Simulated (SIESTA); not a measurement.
Cu:

```
Cu
1.0
    -1.45399    1.46431    1.37398
     1.44871   -1.46799    1.37231
     1.42515    1.43915   -1.37783
Cu
1
Direct
  0.00000 0.00000 0.00000
```

This isn't the form of Cu at room conditions, which is fcc.

Base run:

| Quantity | Value |
| --- | --- |
| Program | SIESTA 5.4.2 |
| Functional | PBEsol |
| Potentials or basis | PseudoDojo 0.4 standard (PBEsol files) |
| Basis | DZP (energy shift 0.003 Ry; two zetas on semicore shells) |
| Grid cutoff | 800 Ry |
| Energy shift | 0.003 Ry |
| k mesh | 13 × 13 × 13 |
| Occupations | fermi-dirac, width 0.05 eV |
| Spin | no spin polarisation |

Its results: band gap on the k mesh none (metal or under the smearing width); pressure -2.2 GPa.

Q: The run is repeated on the same cell with these changes: functional from PBEsol to LDA; potentials or basis from PseudoDojo 0.4 standard (PBEsol files) to PseudoDojo 0.4 standard (LDA files). What comes out?

A: Band gap on the k mesh none (metal or under the smearing width); pressure -8.7 GPa.

Caveats: short orbitals over semicore shells can move pressures by several GPa; the basis of atomic orbitals isn't converged, which shifts pressures, moduli and gaps.
